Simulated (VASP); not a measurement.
From VASP inputs to Ansatz: SrO (strained database structure)

INCAR

```
LCHARG = .FALSE.
SIGMA = 0.02
ENCUT = 520
IBRION = -1
PREC = Accurate
NELM = 120
LASPH = .TRUE.
LWAVE = .FALSE.
ISIF = 2
LREAL = .FALSE.
GGA = PE
NSW = 0
EDIFF = 1E-7
ISMEAR = -1
NBANDS = 24
```

KPOINTS

```
KPOINTS created by Atomic Simulation Environment
0
Gamma
12 12 4
0 0 0
```

KPOINTS_OPT

```
special points
7
Reciprocal
0.0000000000 0.0000000000 0.0000000000 1
0.5000000000 0.0000000000 0.0000000000 1
0.3333333333 0.3333333333 0.0000000000 1
0.0000000000 0.0000000000 0.5000000000 1
0.5000000000 0.0000000000 0.5000000000 1
0.3333333333 0.3333333333 0.5000000000 1
0.0000000000 0.5000000000 0.0000000000 1
```

POSCAR

```
Sr O
 1.0000000000000000
     3.5471277480365542    0.0000000000000000    0.0000000000000000
    -1.7735638740182771    3.0719027402683432    0.0000000000000000
     0.0000000000000000    0.0000000000000000    6.1257710860000003
 Sr  O
   2   2
Cartesian
 -0.0000000000000001  2.0479351601788958  1.5314427715000001
  1.7735638740182771  1.0239675800894477  4.5943283145000002
  0.0000000000000000  0.0000000000000000  0.0000000000000000
  0.0000000000000000  0.0000000000000000  3.0628855430000002
```

VASP ran with the recommended PBE PAW datasets (32 valence electrons in the cell).

**Question.** Write an Ansatz input for this cell and level of theory.

**Answer.** 

```yaml
crystal:
  lattice:
    - [3.547127748, 0.0, 0.0]
    - [-1.773563874, 3.0719027403, 0.0]
    - [0.0, 0.0, 6.125771086]
  atoms:
    - { symbol: Sr, position: [0.3333333333, 0.6666666667, 0.25] }
    - { symbol: Sr, position: [0.6666666667, 0.3333333333, 0.75] }
    - { symbol: O, position: [0.0, 0.0, 0.0] }
    - { symbol: O, position: [0.0, 0.0, 0.5] }
kpoints:
  mp_grid: { grid: [12, 12, 4] }
  band_path:
    path:
      - [0.0, 0.0, 0.0]
      - [0.5, 0.0, 0.0]
      - [0.3333333333, 0.3333333333, 0.0]
      - [0.0, 0.0, 0.5]
      - [0.5, 0.0, 0.5]
      - [0.3333333333, 0.3333333333, 0.5]
      - [0.0, 0.5, 0.0]
    npoints: 1
hamiltonian:
  xc: pbe
scf:
  occupations: { method: fermi_dirac, width: 0.02 }
  n_extra_bands: 5
output:
  forces: true
  stress: true
  eigenvalues: true
```

Other inputs would serve too.

```
                              VASP   Ansatz
gap between bands v and c  3.01 eV  3.05 eV
         least direct gap  3.12 eV  3.13 eV
                 pressure  3.9 GPa  3.2 GPa
```

Each program uses its own PAW datasets. VASP's cell holds 32 valence electrons and Ansatz's 32. Ansatz's stress includes a Pulay correction; VASP's doesn't.
